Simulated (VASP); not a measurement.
# EuO (Fm-3m) in VASP: notebook

Runs on EuO. Level: PBE. Tasks: single point.

Everything below comes from runs of VASP 6.6.1. Logs are shortened: lines on timing, memory, paths and dates and some standing lists are left out, and cuts for length are marked.

**Experimental background.**

A printed reference work, monograph reports, for a bulk crystal of EuO at 300 K: band gap 1.115 eV (optical).

The runs below are set against these values where they give the same quantity.

**1. The cell of the first run**

It takes space group Fm-3m (No. 225, cubic). The conventional cell has a = 5.061 Å, b = 5.061 Å, c = 5.061 Å, α = 90.00°, β = 90.00°, γ = 90.00°. Eu (site symmetry m-3m) has 6 O at 2.53 Å within 3.3 Å. O (site symmetry m-3m) has 6 Eu at 2.53 Å within 3.3 Å.

**2. Single point, PBE, collinear spin, ferromagnetic start**

INCAR reads:

```
SYSTEM = EuO
PREC = Accurate
ENCUT = 600
EDIFF = 1E-6
ISMEAR = 0
SIGMA = 0.05
LREAL = .FALSE.
LASPH = .TRUE.
NELM = 200
ALGO = Normal
ISIF = 2
LWAVE = .FALSE.
LCHARG = .FALSE.
ISPIN = 2
MAGMOM = 7.24 0
LORBIT = 11
LMAXMIX = 6
GGA = PE
NBANDS = 22
GGA_COMPAT = .FALSE.
```

KPOINTS reads:

```
Automatic mesh
0
G
  12 12 12
  0 0 0
```

POSCAR reads:

```
EuO
1.0
    0.0000000000      2.5302957997      2.5302957997
    2.5302957997      0.0000000000      2.5302957997
    2.5302957997      2.5302957997      0.0000000000
Eu O
1 1
Direct
    0.0000000000      0.0000000000      0.0000000000
    0.5000000000      0.5000000000      0.5000000000
```

Potentials or basis: VASP PAW PBE potentials, release 64 (Eu, O).

Started as:

```console
cat potpaw_PBE.64/Eu/POTCAR potpaw_PBE.64/O/POTCAR > POTCAR
mpirun -np 1 vasp_std > vasp.out
```

OUTCAR:

```text
SYSTEM = EuO
   PREC = Accurate
   ENCUT = 600
   EDIFF = 1E-6
   ISMEAR = 0
   LREAL = .FALSE.
   LASPH = .TRUE.
   NELM = 200
   ISIF = 2
   ISPIN = 2
   LORBIT = 11
   GGA = PE

 ion  position               nearest neighbor table
   1  0.000  0.000  0.000-   2 2.53   2 2.53   2 2.53   2 2.53   2 2.53   2 2.53
   2  0.500  0.500  0.500-   1 2.53   1 2.53   1 2.53   1 2.53   1 2.53   1 2.53

  LATTYP: Found a face centered cubic cell.
 ALAT       =     5.0605915994

  Lattice vectors:

 A1 = (   0.0000000000,   2.5302957997,   2.5302957997)
 A2 = (   2.5302957997,   0.0000000000,   2.5302957997)
 A3 = (   2.5302957997,   2.5302957997,   0.0000000000)

Analysis of symmetry for initial positions (statically):
=====================================================================
 Subroutine PRICEL returns:
 Original cell was already a primitive cell.

 Routine SETGRP: Setting up the symmetry group for a
 face centered cubic supercell.

 Subroutine GETGRP returns: Found 48 space group operations
 (whereof 48 operations were pure point group operations)
 out of a pool of 48 trial point group operations.

The static configuration has the point symmetry O_h .

Analysis of symmetry for dynamics (positions and initial velocities):
=====================================================================
 Subroutine PRICEL returns:
 Original cell was already a primitive cell.

 Routine SETGRP: Setting up the symmetry group for a
 face centered cubic supercell.

 Subroutine GETGRP returns: Found 48 space group operations
 (whereof 48 operations were pure point group operations)
 out of a pool of 48 trial point group operations.

The dynamic configuration has the point symmetry O_h .

Analysis of structural, dynamic, and magnetic symmetry:
=====================================================================
 Subroutine PRICEL returns:
 Original cell was already a primitive cell.

 Routine SETGRP: Setting up the symmetry group for a
 face centered cubic supercell.

 Subroutine GETGRP returns: Found 48 space group operations
 (whereof 48 operations were pure point group operations)
 out of a pool of 48 trial point group operations.

The overall configuration has the point symmetry O_h .

 Subroutine INISYM returns: Found 48 space group operations
 (whereof 48 operations are pure point group operations),
 and found     1 'primitive' translations

----------------------------------------------------------------------------------------

[... 116 lines left out ...]
   LORBIT       =     11    0 simple, 1 ext, 2 COOP (PROOUT), +10 PAW based schemes
   GGA     = PE    functional components
   LHFCALC =     F    Hartree Fock is set to
   AEXX    =    0.0000 exact exchange contribution
   IVDW    =     0    specifies the selected vdW correction
   LEPSILON=     F    determine dielectric tensor
   LRPA    =     F    only Hartree local field effects (RPA)
 spin polarized calculation
 Gauss-broadening in eV      SIGMA  =   0.05
  energy-cutoff  :      600.00
  volume of cell :       32.40
 maximum number of plane-waves:      1106
 NGX is ok and might be reduce to    30
   NGX = 15   NGY = 15   NGZ = 15

 number of electron      23.0000000 magnetization       6.9546684

 Free energy of the ion-electron system (eV)
  ---------------------------------------------------
  ext. energy  EPLUGINS =         0.00000000
  ---------------------------------------------------
  free energy    TOTEN  =       -22.04293826 eV

  energy without entropy =      -22.04138818  energy(sigma->0) =      -22.04216322

 E-fermi :   5.0189     XC(G=0): -11.1314

 val. band max:        5.0148552225   @ k =   0.1667   0.1667   0.0000
 cond. band min:       5.0214640813   @ k =  -0.4167   0.5000   0.0833
 fundamental gap:      0.0066088589
 Fermi energy:         5.0189339094

 spin component 1

 k-point     1 :       0.0000    0.0000    0.0000
  band No.  band energies     occupation
      1     -36.4907      1.00000
      2     -14.8292      1.00000
      3     -14.8292      1.00000
      4     -14.8292      1.00000
      5     -13.9042      1.00000
      6       1.0036      1.00000
[... 589 lines left out ...]
     21      13.8051      0.00000
     22      15.1661      0.00000

 [... further k-points ...]

 spin component 2

 k-point     1 :       0.0000    0.0000    0.0000
  band No.  band energies     occupation
      1     -33.4537      1.00000
      2     -13.9742      1.00000
      3     -12.5349      1.00000
      4     -12.5349      1.00000
      5     -12.5349      1.00000
      6       1.0922      1.00000
[... 589 lines left out ...]
     21      15.2546      0.00000
     22      16.5016      0.00000

 [... further k-points ...]

------------------------ aborting loop because EDIFF is reached ----------------------------------------

  FORCE on cell =-STRESS in cart. coord.  units (eV):
  Direction    XX          YY          ZZ          XY          YZ          ZX
  --------------------------------------------------------------------------------------
  -------------------------------------------------------------------------------------
  Total       -0.0417336     -0.0417336     -0.0417336      0.0000000     -0.0000000      0.0000000
  in kB       -2.0637274     -2.0637274     -2.0637274      0.0000000     -0.0000000      0.0000000
  external PRESSURE =      -2.0637274 kB  Pullay stress =       0.0000000 kB

 VOLUME and BASIS-vectors are now :
 -----------------------------------------------------------------------------
  energy-cutoff  :      600.00
  volume of cell :       32.40
      direct lattice vectors                 reciprocal lattice vectors
     0.000000000  2.530295800  2.530295800    -0.197605355  0.197605355  0.197605355
     2.530295800  0.000000000  2.530295800     0.197605355 -0.197605355  0.197605355
     2.530295800  2.530295800  0.000000000     0.197605355  0.197605355 -0.197605355

 POSITION                                       TOTAL-FORCE (eV/Angst)
 -----------------------------------------------------------------------------------
      0.00000      0.00000      0.00000        -0.000000     -0.000000      0.000000
      2.53030      2.53030      2.53030         0.000000      0.000000     -0.000000
 -----------------------------------------------------------------------------------
    total drift:                                0.000000      0.000000      0.000000

  FREE ENERGIE OF THE ION-ELECTRON SYSTEM (eV)
  ---------------------------------------------------
  free  energy   TOTEN  =       -22.0429382573 eV

  energy  without entropy=      -22.0413881782  energy(sigma->0) =      -22.04216322

 total charge

# of ion       s       p       d       f       tot
--------------------------------------------------
    1        2.033   5.768   0.428   6.601  14.830
    2        1.552   3.411   0.000   0.000   4.964
--------------------------------------------------
tot          3.585   9.180   0.428   6.601  19.793

 magnetization (x)

# of ion       s       p       d       f       tot
--------------------------------------------------
    1       -0.012  -0.104   0.152   6.543   6.578
    2       -0.004  -0.093   0.000   0.000  -0.097
--------------------------------------------------
tot         -0.017  -0.197   0.152   6.543   6.481
```

OSZICAR:

```text
N       E                     dE             d eps       ncg     rms          rms(c)
DAV:   1     0.158266325556E+03    0.15827E+03   -0.95749E+03  8694   0.543E+03
DAV:   2     0.129397682951E+01   -0.15697E+03   -0.13467E+03  8632   0.432E+02
DAV:   3    -0.186436574362E+02   -0.19938E+02   -0.19386E+02  8872   0.126E+02
DAV:   4    -0.209478737629E+02   -0.23042E+01   -0.22756E+01 11986   0.277E+01
DAV:   5    -0.210177643501E+02   -0.69891E-01   -0.69812E-01  9908   0.661E+00    0.306E+01
DAV:   6    -0.231049784100E+02   -0.20872E+01   -0.12764E+01  9692   0.638E+01    0.270E+01
DAV:   7    -0.220064129835E+02    0.10986E+01   -0.46358E+00  9994   0.599E+01    0.181E+01
DAV:   8    -0.220517614715E+02   -0.45348E-01   -0.46355E-01  9890   0.923E+00    0.101E+01
DAV:   9    -0.220516870203E+02    0.74451E-04   -0.15514E-01 11074   0.618E+00    0.406E+00
DAV:  10    -0.220527284598E+02   -0.10414E-02   -0.10234E-01  9530   0.559E+00    0.280E+00
DAV:  11    -0.220426161156E+02    0.10112E-01   -0.21130E-02  9074   0.250E+00    0.815E-01
DAV:  12    -0.220432880873E+02   -0.67197E-03   -0.77103E-03 10652   0.142E+00    0.381E-01
DAV:  13    -0.220429536020E+02    0.33449E-03   -0.24525E-03 10914   0.866E-01    0.818E-02
DAV:  14    -0.220429367865E+02    0.16815E-04   -0.18232E-04 11244   0.180E-01    0.625E-02
DAV:  15    -0.220429374653E+02   -0.67881E-06   -0.13907E-05 10056   0.292E-02    0.373E-02
DAV:  16    -0.220429385648E+02   -0.10995E-05   -0.21194E-06  8710   0.170E-02    0.259E-02
DAV:  17    -0.220429382573E+02    0.30753E-06   -0.69974E-07  5118   0.129E-02
   1 F= -.22042938E+02 E0= -.22042163E+02  d E =-.155008E-02  mag=     6.9550
```

stdout:

```text
POSCAR found type information on POSCAR EuO
 POSCAR found :  2 types and       2 ions
 scaLAPACK will be used
 LDA part: xc-table for (Slater+PW92), standard interpolation
 POSCAR, INCAR and KPOINTS ok, starting setup
 FFT: planning ... GRIDC
 FFT: planning ... GRID_SOFT
 FFT: planning ... GRID
 WAVECAR not read
 entering main loop
```

It took 3.4 min on 1 thread of Intel Xeon Platinum 8488C (Sapphire Rapids), shared host; peak memory 0.28 GiB.

Results:

```
Free energy                                           : -22.0429 eV
Pressure                                              : -0.2 GPa
Net moment                                            : 6.95 μB per cell
Site moments                                          : Eu +6.58; O -0.10 μB
Valence electrons inside the program's atomic spheres : Eu 14.83; O 4.96
```

Caveat: spin-orbit coupling is left out, which moves the levels of the heavy elements; a cell with one magnetic atom can't hold antiferromagnetic order, which such compounds often take; semilocal functionals describe open f shells poorly, which spoils levels, moments and volumes. The state reached can hang on the start; a lower one may exist.

**3. Single point, PBE, collinear spin, ferromagnetic start (16.52 Å³/atom)**

This run uses another cell than the first one, of 16.52 Å³/atom.

INCAR reads:

```
PREC = Accurate ; ENCUT = 600
EDIFF = 1E-6 ; ISMEAR = 0
SIGMA = 0.05 ; LREAL = False
LASPH = True ; NELM = 200
ALGO = Normal ; ISIF = 2
LWAVE = False ; LCHARG = False
ISPIN = 2 ; MAGMOM = 7.24 0
LORBIT = 11 ; LMAXMIX = 6
GGA = PE ; NBANDS = 22
GGA_COMPAT = False
```

KPOINTS reads:

```
regular mesh
0
Gamma
  12 12 12
```

POSCAR reads:

```
EuO
1.0
    0.0000000000      2.5470532139      2.5470532139
    2.5470532139      0.0000000000      2.5470532139
    2.5470532139      2.5470532139      0.0000000000
Eu O
1 1
Direct
    0.0000000000      0.0000000000      0.0000000000
    0.5000000000      0.5000000000      0.5000000000
```

Potentials or basis: VASP PAW PBE potentials, release 64 (Eu, O).

Started as:

```console
cat potpaw_PBE.64/Eu/POTCAR potpaw_PBE.64/O/POTCAR > POTCAR
mpirun -np 1 vasp_std > vasp.out
```

Wall time 4.6 min (1 thread of Intel Xeon Platinum 8488C (Sapphire Rapids), shared host); peak memory 0.28 GiB.

Results (log left out):

| Property | Result |
| --- | --- |
| Free energy | -22.0392 eV |
| Pressure | -2.1 GPa |
| Band gap on the k mesh | zero (filled and empty bands overlap) |
| Net moment | 6.96 μB per cell |
| Site moments | Eu +6.58; O -0.10 μB |
| Valence electrons inside the program's atomic spheres | Eu 14.82; O 4.96 |

Levels at points of the mesh, in eV from the Fermi level:
Spin up:
| k point | band 12 | band 13 | band 14 | band 15 | band 16 | band 17 | band 18 | band 19 |
| --- | --- | --- | --- | --- | --- | --- | --- | --- |
| (0.00, 0.00, 0.00) | -0.24 | -0.24 | 0.08 | 0.08 | 0.08 | 1.61 | 1.61 | 1.61 |
| (0.50, 0.00, 0.00) | -0.28 | -0.28 | -0.27 | -0.23 | 2.28 | 4.44 | 4.44 | 4.90 |
| (0.50, 0.50, 0.00) | -0.37 | -0.37 | -0.29 | -0.03 | -0.03 | 3.54 | 5.84 | 6.74 |
Spin down:
| k point | band 5 | band 6 | band 7 | band 8 | band 9 | band 10 | band 11 | band 12 |
| --- | --- | --- | --- | --- | --- | --- | --- | --- |
| (0.00, 0.00, 0.00) | -17.58 | -3.87 | -3.87 | -3.87 | 0.82 | 2.73 | 2.73 | 2.73 |
| (0.50, 0.00, 0.00) | -16.35 | -5.90 | -4.98 | -4.98 | 3.11 | 3.68 | 4.13 | 4.13 |
| (0.50, 0.50, 0.00) | -18.03 | -3.85 | -3.79 | -3.79 | -0.31 | 4.16 | 4.25 | 4.38 |

Caveat: spin-orbit coupling is left out, which moves the levels of the heavy elements; a cell with one magnetic atom can't hold antiferromagnetic order, which such compounds often take; semilocal functionals describe open f shells poorly, which spoils levels, moments and volumes.

**4. How close it comes**

Step 2. Measured gap of EuO: 1.115 eV (optical; 300 K; a printed reference work, monograph). This calculation gives 0.00 eV (-1.11 eV). So large a miss can be the level of theory's own, or it may mean another phase, state or a wrong row. Spin-orbit coupling on Eu is left out. The value is that of PBE on a finite k mesh, which can miss the band edges, without temperature or zero-point motion. Semilocal functionals fall short of measured gaps as a rule. The run's magnetic order (collinear spin, ferromagnetic start) needn't be the measured crystal's.
